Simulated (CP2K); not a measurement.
# Be (P6_3/mmc) in CP2K: further runs

One crystal, Be, is run at these levels: PBE; tasks: single point, equation of state.

Program: CP2K 2026.2. These are calculated values, not measurements. Logs are shortened: lines on timing, memory, paths and dates and some standing lists are left out, and cuts for length are marked.

**1. The structure**

It takes space group P6_3/mmc (No. 194, hexagonal). Conventional cell: a = 2.285 Å, b = 2.285 Å, c = 3.584 Å, α = 90.00°, β = 90.00°, γ = 120.00°. Be (site symmetry -6m2) is surrounded by 12 Be at 2.23 to 2.29 Å.

**2. Single point, PBE, 8.11 Å³/atom**

Contents of be_eos.inp:

```
&GLOBAL
  PROJECT be_eos
  RUN_TYPE ENERGY_FORCE
  PRINT_LEVEL LOW
&END GLOBAL
&FORCE_EVAL
  METHOD QS
  STRESS_TENSOR ANALYTICAL
  &DFT
    BASIS_SET_FILE_NAME BASIS_MOLOPT_UZH
    POTENTIAL_FILE_NAME POTENTIAL_UZH
    &MGRID
      CUTOFF 850
      REL_CUTOFF 60
      NGRIDS 4
    &END MGRID
    &QS
      METHOD GPW
      EPS_DEFAULT 1.0E-9
    &END QS
    &KPOINTS
      SCHEME MONKHORST-PACK 13 13 8
      GAMMA_CENTERED T
      SYMMETRY T
      SYMMETRY_BACKEND SPGLIB
    &END KPOINTS
    &SCF
      SCF_GUESS ATOMIC
      EPS_SCF 1.0E-6
      MAX_SCF 100
      ADDED_MOS 10
      CHOLESKY OFF
      EPS_EIGVAL 1.0E-7
      &DIAGONALIZATION ON
        ALGORITHM STANDARD
      &END DIAGONALIZATION
      &MIXING ON
        METHOD BROYDEN_MIXING
        ALPHA 0.4
        BETA 1.5
        NBUFFER 8
      &END MIXING
      &SMEAR ON
        METHOD FERMI_DIRAC
        ELECTRONIC_TEMPERATURE [K] 580.226
      &END SMEAR
    &END SCF
    &XC
      &XC_FUNCTIONAL PBE
      &END XC_FUNCTIONAL
    &END XC
    &PRINT
      &KPOINTS ON
      &END KPOINTS
      &MULLIKEN ON
      &END MULLIKEN
      &MO ON
        ENERGIES T
        OCCUPATION_NUMBERS T
        &EACH
          QS_SCF 0
        &END EACH
        ADD_LAST NUMERIC
      &END MO
    &END PRINT
  &END DFT
  &SUBSYS
    &CELL
      A 2.2853000000 0.0000000000 0.0000000000
      B -1.1426500000 1.9791278553 0.0000000000
      C 0.0000000000 0.0000000000 3.5842000000
      PERIODIC XYZ
    &END CELL
    &COORD
      Be  1.1426500001 0.6597092850 2.6881500000
      Be  -0.0000000001 1.3194185703 0.8960500000
    &END COORD
    &KIND Be
      BASIS_SET TZVP-MOLOPT-PBE-GTH-q2
      POTENTIAL GTH-PBE-q2
    &END KIND
    &PRINT
      &ATOMIC_COORDINATES ON
      &END ATOMIC_COORDINATES
      &CELL ON
      &END CELL
      &SYMMETRY ON
      &END SYMMETRY
    &END PRINT
  &END SUBSYS
  &PRINT
    &FORCES ON
    &END FORCES
    &STRESS_TENSOR ON
    &END STRESS_TENSOR
  &END PRINT
&END FORCE_EVAL
```

Potentials or basis: POTENTIAL_UZH Be GTH-PBE-q2; TZVP-MOLOPT-PBE-GTH basis.

On the command line:

```sh
$ OMP_NUM_THREADS=1 cp2k.psmp -i be_eos.inp -o be_eos.out
```

be_eos.out:

```text

 CP2K| version string:                                       CP2K version 2026.2
 CP2K| Input file name                                                be_eos.inp

 GLOBAL| Force Environment number                                              1
 GLOBAL| Basis set file name                                    BASIS_MOLOPT_UZH
 GLOBAL| Potential file name                                       POTENTIAL_UZH
 GLOBAL| MM Potential file name                                     MM_POTENTIAL
 GLOBAL| Coordinate file name                                      __STD_INPUT__
 GLOBAL| Method name                                                        CP2K
 GLOBAL| Project name                                                     be_eos
 GLOBAL| Run type                                                   ENERGY_FORCE
 GLOBAL| FFT library                                                       FFTW3
 GLOBAL| Diagonalization library                                       ScaLAPACK
 GLOBAL| Cholesky decomposition library                                ScaLAPACK
 GLOBAL| DGEMM library                                                      BLAS
 GLOBAL| Direct generalized diagonalization requested                          F
 GLOBAL| Matrix multiplication library                                 ScaLAPACK
 GLOBAL| Global print level                                                  LOW
 GLOBAL| Total number of message passing processes                             1
 GLOBAL| Number of threads for this process                                    1
 GLOBAL| CPU model name                                                  UNKNOWN

 CELL| Volume [angstrom^3]:                                            16.210981
 CELL| Vector a [angstrom]:       2.285     0.000     0.000   |a| =     2.285300
 CELL| Vector b [angstrom]:      -1.143     1.979     0.000   |b| =     2.285300
 CELL| Vector c [angstrom]:       0.000     0.000     3.584   |c| =     3.584200
 CELL| Angle (b,c), alpha [degree]:                                    90.000000
 CELL| Angle (a,c), beta  [degree]:                                    90.000000
 CELL| Angle (a,b), gamma [degree]:                                   120.000000
 CELL| Numerically orthorhombic:                                              NO
 CELL| Periodicity                                                           XYZ

 CELL_REF| Volume [angstrom^3]:                                        16.210981
 CELL_REF| Vector a [angstrom     2.285     0.000     0.000   |a| =     2.285300
 CELL_REF| Vector b [angstrom    -1.143     1.979     0.000   |b| =     2.285300
 CELL_REF| Vector c [angstrom     0.000     0.000     3.584   |c| =     3.584200
 CELL_REF| Angle (b,c), alpha [degree]:                                90.000000
 CELL_REF| Angle (a,c), beta  [degree]:                                90.000000
 CELL_REF| Angle (a,b), gamma [degree]:                               120.000000
 CELL_REF| Numerically orthorhombic:                                          NO
 CELL_REF| Periodicity                                                       XYZ
[... 9 lines left out ...]
 TOTAL NUMBERS AND MAXIMUM NUMBERS

  Total number of            - Atomic kinds:                                   1
                             - Atoms:                                          2
                             - Shell sets:                                     2
                             - Shells:                                         8
                             - Primitive Cartesian functions:                 10
                             - Cartesian basis functions:                     12
                             - Spherical basis functions:                     12

  Maximum angular momentum of- Orbital basis functions:                        1
                             - Local part of the GTH pseudopotential:          2
                             - Non-local part of the GTH pseudopotential:      1

 MODULE QUICKSTEP: ATOMIC COORDINATES IN ANGSTROM

   Atom Kind Element         X             Y             Z       Z(eff)     Mass
      1    1 Be    4      1.142650      0.659709      2.688150   2.0000   9.0122
      2    1 Be    4     -0.000000      1.319419      0.896050   2.0000   9.0122

 Crystal Symmetry Information
       International Symbol:                                            P6_3/mmc
       Point Group Symbol:                                                 6/mmm
       Schoenflies Symbol:                                                 D6h^4
       Number of Symmetry Operations:                                         24

 SCF PARAMETERS         Density guess:                                    ATOMIC
                        --------------------------------------------------------
                        max_scf:                                             100
[... 33 lines left out ...]
[... 31 lines left out ...]
     6 Broy./Diag. 0.40E+00    6.0     0.00043153        -2.2610236222  1.03E-06
     7 Broy./Diag. 0.40E+00    6.0     0.00035659        -2.2610009265  2.27E-05
     8 Broy./Diag. 0.40E+00    6.0     0.00006541        -2.2609960484  4.88E-06
     9 Broy./Diag. 0.40E+00    6.0     0.00004905        -2.2609936530  2.40E-06
    10 Broy./Diag. 0.40E+00    6.0     0.00000667        -2.2609934295  2.24E-07
    11 Broy./Diag. 0.40E+00    6.0     0.00000233        -2.2609932419  1.88E-07
    12 Broy./Diag. 0.40E+00    6.0     0.00000037        -2.2609932169  2.50E-08

  *** SCF run converged in    12 steps ***

  Electronic density on regular grids:         -3.9999999993        0.0000000007
  Core density on regular grids:                3.9999999358       -0.0000000642
  Total charge density on r-space grids:       -0.0000000636
  Total charge density g-space grids:          -0.0000000636

  Overlap energy of the core charge distribution:               0.00051576661662
  Self energy of the core charge distribution:                 -3.05734871318718
  Core Hamiltonian energy:                                      1.42561446237245
  Hartree energy:                                               0.54204854436107
  Exchange-correlation energy:                                 -1.17177508018476
  Electronic entropic energy:                                  -0.00004819692037
  Fermi energy:                                                 0.16894774984047

  Total energy:                                                -2.26099321694394
  Total energy (extrapolated to T->0):                         -2.26096911848375

 MO| EIGENVALUES AND OCCUPATION NUMBERS FOR K POINT 1
 MO|
 MO|  Index      Eigenvalue [a.u.]        Eigenvalue [eV]             Occupation
 MO|      1               0.021389               0.582012               2.000000
 MO|      2               0.050984               1.387350               2.000000
 MO|      3               0.230284               6.266351               0.000000
 MO|      4               0.246985               6.720813               0.000000
 MO|      5               0.543811              14.797838               0.000000
 MO|      6               0.635599              17.295532               0.000000
 MO|      7               0.730307              19.872659               0.000000
 MO|      8               0.744392              20.255943               0.000000
 MO|      9               1.231149              33.501265               0.000000
 MO|     10               1.363495              37.102573               0.000000
 MO|     11               4.036880             109.849078               0.000000
 MO|     12               4.040944             109.959681               0.000000
 MO| Sum:                                                               4.000000
[... 232 lines left out ...]
 MO|      1              -0.018346              -0.499220               2.000000
 MO|      2               0.151835               4.131648               1.999820
 MO|      3               0.254966               6.937982               0.000000
 MO|      4               0.320590               8.723690               0.000000
 MO|      5               0.432748              11.775670               0.000000
 MO|      6               0.559803              15.233013               0.000000
 MO|      7               0.678028              18.450090               0.000000
 MO|      8               0.719183              19.569976               0.000000
 MO|      9               1.616916              43.998534               0.000000
 MO|     10               1.889507              51.416108               0.000000
 MO|     11               4.042777             110.009551               0.000000
 MO|     12               4.055544             110.356973               0.000000
 MO| Sum:                                                               3.999820
 MO| E(Fermi):            0.168948 a.u.          4.597302 eV

 [... the levels of further k-points ...]

 !-----------------------------------------------------------------------------!
                     Mulliken Population Analysis

 #  Atom  Element  Kind  Atomic population                           Net charge
       1     Be       1          2.000000                             -0.000000
       2     Be       1          2.000000                             -0.000000
 # Total charge                              4.000000                 -0.000000

 !-----------------------------------------------------------------------------!

 ENERGY| Total FORCE_EVAL ( QS ) energy [hartree]             -2.260993213297990

 FORCES| Atomic forces [hartree/bohr]
 FORCES|   Atom     x               y               z               |f|
 FORCES|      1  1.82689149E-11 -1.19705353E-11  2.42252322E-11   3.26176155E-11
 FORCES|      2 -1.82686172E-11  1.19709856E-11 -2.42239514E-11   3.26166628E-11
 FORCES| Sum     2.97658807E-16  4.50303418E-16  1.28079371E-15
 FORCES| Total atomic force                                       1.38989441E-15

 STRESS| Analytical stress tensor [bar]
 STRESS|                        x                   y                   z
 STRESS|      x       -4.09672043958E+04   1.82721339791E-04   8.61141495693E-07
 STRESS|      y        1.82721339791E-04  -4.09672041075E+04  -4.96542859656E-07
 STRESS|      z        8.61141495693E-07  -4.96542859656E-07  -6.69545114868E+04
 STRESS| 1/3 Trace                                            -4.96296399967E+04
 STRESS| Determinant                                          -1.12370548312E+14

 STRESS| Eigenvectors and eigenvalues of the analytical stress tensor [bar]
 STRESS|                        1                   2                   3
 STRESS| Eigenvalues  -6.69545114868E+04  -4.09672044844E+04  -4.09672040189E+04
 STRESS|      x          -0.000000000033      0.899809576199      0.436282851577
 STRESS|      y           0.000000000019     -0.436282851577      0.899809576199
 STRESS|      z           1.000000000000      0.000000000038     -0.000000000003
```

Run time: 83 s. Hardware: 1 thread of Arm Neoverse V1, shared host; peak memory 0.24 GiB.

What came out:

```yaml
Free_energy: -61.5248 eV
Pressure: -5.0 GPa
Band_gap_on_the_k_mesh: none (metal or under the smearing width)
```

Caveat: the basis of atomic orbitals isn't converged, which shifts pressures, moduli and gaps.

**3. Single point, PBE, 7.94 Å³/atom (volume scaled by 0.98)**

Edit be_eos.inp of step 2 so:

```diff
@@ -11,2 +11,3 @@
     POTENTIAL_FILE_NAME POTENTIAL_UZH
+    WFN_RESTART_FILE_NAME previous-RESTART.kp
     &MGRID
@@ -27,3 +28,3 @@
     &SCF
-      SCF_GUESS ATOMIC
+      SCF_GUESS RESTART
       EPS_SCF 1.0E-6
@@ -68,5 +69,5 @@
     &CELL
-      A 2.2853000000 0.0000000000 0.0000000000
-      B -1.1426500000 1.9791278553 0.0000000000
-      C 0.0000000000 0.0000000000 3.5842000000
+      A 2.2699619540 0.0000000000 0.0000000000
+      B -1.1349809770 1.9658447178 0.0000000000
+      C 0.0000000000 0.0000000000 3.5601442416
       PERIODIC XYZ
@@ -74,4 +75,4 @@
     &COORD
-      Be  1.1426500001 0.6597092850 2.6881500000
-      Be  -0.0000000001 1.3194185703 0.8960500000
+      Be  1.1349809771 0.6552815725 2.6701081812
+      Be  -0.0000000001 1.3105631453 0.8900360604
     &END COORD
```

Potentials or basis: POTENTIAL_UZH Be GTH-PBE-q2; TZVP-MOLOPT-PBE-GTH basis.

On the command line:

```sh
$ OMP_NUM_THREADS=1 cp2k.psmp -i be_eos.inp -o be_eos.out
```

Run time: 60 s. Hardware: 1 thread of Arm Neoverse V1, shared host; peak memory 0.22 GiB.

The run converged. Its results:

```yaml
Free_energy: -61.5321 eV
Pressure: -2.7 GPa
Band_gap_on_the_k_mesh: none (metal or under the smearing width)
```

Caveat: the basis of atomic orbitals isn't converged, which shifts pressures, moduli and gaps.

**4. Single point, PBE, 8.27 Å³/atom (volume scaled by 1.02)**

Edit be_eos.inp of step 3 so:

```diff
@@ -69,5 +69,5 @@
     &CELL
-      A 2.2699619540 0.0000000000 0.0000000000
-      B -1.1349809770 1.9658447178 0.0000000000
-      C 0.0000000000 0.0000000000 3.5601442416
+      A 2.3004348782 0.0000000000 0.0000000000
+      B -1.1502174391 1.9922350443 0.0000000000
+      C 0.0000000000 0.0000000000 3.6079371156
       PERIODIC XYZ
@@ -75,4 +75,4 @@
     &COORD
-      Be  1.1349809771 0.6552815725 2.6701081812
-      Be  -0.0000000001 1.3105631453 0.8900360604
+      Be  1.1502174392 0.6640783480 2.7059528367
+      Be  -0.0000000001 1.3281566963 0.9019842789
     &END COORD
```

On the command line:

```sh
$ OMP_NUM_THREADS=1 cp2k.psmp -i be_eos.inp -o be_eos.out
```

Run time: 57 s. Hardware: 1 thread of Arm Neoverse V1, shared host; peak memory 0.24 GiB.

Results (log left out):

* Free energy: -61.5124 eV
* Pressure: -7.0 GPa
* Band gap on the k mesh: none (metal or under the smearing width)

Caveat: the basis of atomic orbitals isn't converged, which shifts pressures, moduli and gaps.

**5. Single point, PBE, 7.78 Å³/atom (volume scaled by 0.96)**

Edit be_eos.inp of step 4 so:

```diff
@@ -69,5 +69,5 @@
     &CELL
-      A 2.3004348782 0.0000000000 0.0000000000
-      B -1.1502174391 1.9922350443 0.0000000000
-      C 0.0000000000 0.0000000000 3.6079371156
+      A 2.2544137814 0.0000000000 0.0000000000
+      B -1.1272068907 1.9523796054 0.0000000000
+      C 0.0000000000 0.0000000000 3.5357589267
       PERIODIC XYZ
@@ -75,4 +75,4 @@
     &COORD
-      Be  1.1502174392 0.6640783480 2.7059528367
-      Be  -0.0000000001 1.3281566963 0.9019842789
+      Be  1.1272068908 0.6507932017 2.6518191950
+      Be  -0.0000000001 1.3015864037 0.8839397317
     &END COORD
```

On the command line:

```sh
$ OMP_NUM_THREADS=1 cp2k.psmp -i be_eos.inp -o be_eos.out
```

Run time: 66 s. Hardware: 1 thread of Arm Neoverse V1, shared host; peak memory 0.23 GiB.

Results (log left out):

```
Free energy            : -61.5358 eV
Pressure               : -0.4 GPa
Band gap on the k mesh : none (metal or under the smearing width)
```

Caveat: the basis of atomic orbitals isn't converged, which shifts pressures, moduli and gaps.

**6. Single point, PBE, 8.43 Å³/atom (volume scaled by 1.04)**

Edit be_eos.inp of step 5 so:

```diff
@@ -69,5 +69,5 @@
     &CELL
-      A 2.2544137814 0.0000000000 0.0000000000
-      B -1.1272068907 1.9523796054 0.0000000000
-      C 0.0000000000 0.0000000000 3.5357589267
+      A 2.3153731856 0.0000000000 0.0000000000
+      B -1.1576865928 2.0051719980 0.0000000000
+      C 0.0000000000 0.0000000000 3.6313659352
       PERIODIC XYZ
@@ -75,4 +75,4 @@
     &COORD
-      Be  1.1272068908 0.6507932017 2.6518191950
-      Be  -0.0000000001 1.3015864037 0.8839397317
+      Be  1.1576865929 0.6683906659 2.7235244514
+      Be  -0.0000000001 1.3367813321 0.9078414838
     &END COORD
```

Potentials or basis: POTENTIAL_UZH Be GTH-PBE-q2; TZVP-MOLOPT-PBE-GTH basis.

On the command line:

```sh
$ OMP_NUM_THREADS=1 cp2k.psmp -i be_eos.inp -o be_eos.out
```

Wall time 54 s (1 thread of Arm Neoverse V1, shared host); peak memory 0.24 GiB.

Results (log left out):

```yaml
Free_energy: -61.4963 eV
Pressure: -8.8 GPa
Band_gap_on_the_k_mesh: none (metal or under the smearing width)
```

Caveat: the basis of atomic orbitals isn't converged, which shifts pressures, moduli and gaps.

**7. Single point, PBE, 7.62 Å³/atom (volume scaled by 0.94)**

Edit be_eos.inp of step 6 so:

```diff
@@ -69,5 +69,5 @@
     &CELL
-      A 2.3153731856 0.0000000000 0.0000000000
-      B -1.1576865928 2.0051719980 0.0000000000
-      C 0.0000000000 0.0000000000 3.6313659352
+      A 2.2386481342 0.0000000000 0.0000000000
+      B -1.1193240671 1.9387261544 0.0000000000
+      C 0.0000000000 0.0000000000 3.5110325309
       PERIODIC XYZ
@@ -75,4 +75,4 @@
     &COORD
-      Be  1.1576865929 0.6683906659 2.7235244514
-      Be  -0.0000000001 1.3367813321 0.9078414838
+      Be  1.1193240672 0.6462420514 2.6332743982
+      Be  -0.0000000001 1.2924841030 0.8777581327
     &END COORD
```

On the command line:

```sh
$ OMP_NUM_THREADS=1 cp2k.psmp -i be_eos.inp -o be_eos.out
```

It took 69 s on 1 thread of Arm Neoverse V1, shared host; peak memory 0.23 GiB.

The run converged. Its results:

```yaml
Free_energy: -61.5346 eV
Pressure: 2.2 GPa
Band_gap_on_the_k_mesh: none (metal or under the smearing width)
```

Caveat: the basis of atomic orbitals isn't converged, which shifts pressures, moduli and gaps.

**8. Single point, PBE, 8.59 Å³/atom (volume scaled by 1.06)**

Edit be_eos.inp of step 7 so:

```diff
@@ -69,5 +69,5 @@
     &CELL
-      A 2.2386481342 0.0000000000 0.0000000000
-      B -1.1193240671 1.9387261544 0.0000000000
-      C 0.0000000000 0.0000000000 3.5110325309
+      A 2.3301211831 0.0000000000 0.0000000000
+      B -1.1650605915 2.0179441385 0.0000000000
+      C 0.0000000000 0.0000000000 3.6544962781
       PERIODIC XYZ
@@ -75,4 +75,4 @@
     &COORD
-      Be  1.1193240672 0.6462420514 2.6332743982
-      Be  -0.0000000001 1.2924841030 0.8777581327
+      Be  1.1650605917 0.6726480461 2.7408722086
+      Be  -0.0000000001 1.3452960924 0.9136240695
     &END COORD
```

On the command line:

```sh
$ OMP_NUM_THREADS=1 cp2k.psmp -i be_eos.inp -o be_eos.out
```

It took 53 s on 1 thread of Arm Neoverse V1, shared host; peak memory 0.25 GiB.

The run converged. Its results:

| Item | Value |
| --- | --- |
| Free energy | -61.4765 eV |
| Pressure | -10.5 GPa |
| Band gap on the k mesh | none (metal or under the smearing width) |

Caveat: the basis of atomic orbitals isn't converged, which shifts pressures, moduli and gaps.

**9. Equation of state, PBE**

Potentials or basis: POTENTIAL_UZH Be GTH-PBE-q2; TZVP-MOLOPT-PBE-GTH basis.

This step only gathers the single runs of the series.

What came out:

```
Equilibrium volume                        : 7.74 Å³/atom (rough: see the caveat)
Bulk modulus at fixed shape and positions : 107 GPa (rough)
```

Energy against volume, from the lowest point:
| volume (Å³/atom) | energy (meV/atom) |
| --- | --- |
| 7.619 | 0.57 |
| 7.781 | 0.00 |
| 7.943 | 1.86 |
| 8.105 | 5.52 |
| 8.268 | 11.69 |
| 8.430 | 19.72 |
| 8.592 | 29.64 |

Caveat: the fit is doubtful: noisy points or a state that changes with volume; the cell was scaled at fixed shape and fractional positions, which overstates the stiffness of a crystal with free parameters, most of all of layers and chains; the basis of atomic orbitals isn't converged, which shifts pressures, moduli and gaps.
